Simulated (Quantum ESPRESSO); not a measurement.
Pb: equation of state with vdW-DF-cx0

Pb:

```
Pb
1.0
     0.00000    2.47502    2.47502
     2.47502    0.00000    2.47502
     2.47502    2.47502    0.00000
Pb
1
Direct
  0.00000 0.00000 0.00000
```

- Program: Quantum ESPRESSO 7.5
- Task: equation of state
- Functional: vdW-DF-cx0
- Potentials or basis: SG15 PBE 1.2
- Cutoff: 762 eV
- Density cutoff: 3048 eV
- k mesh: 6 × 6 × 6
- Occupations: fermi-dirac, width 0.05 eV
- Spin: no spin polarisation

```yaml
Equilibrium_volume: "29.05 Å³/atom (rough: see the caveat)"
Bulk_modulus: 60 GPa (rough)
```

Energy against volume, from the lowest point:
```tsv
volume (Å³/atom)	energy (meV/atom)
28.503	1.88
29.110	0.00
29.716	2.61
30.323	9.18
30.929	19.28
31.535	32.49
32.142	47.59
```

All runs of the series together: 9.9 min on 2 threads of Arm Neoverse V2 (shared host).

Caveat: the k mesh is coarse (spacing up to 0.37 Å⁻¹), so the values aren't converged; the potentials were made for another functional, which shifts forces and pressure; the fit of the energies and the printed pressures disagree; exact exchange is sampled on a thinner mesh than the levels, which widens gaps by tenths of an eV, so levels and gap aren't listed; this program's forces and stress for hybrids aren't reliable and aren't listed. Spin-orbit coupling is left out, which matters for the levels of Pb.
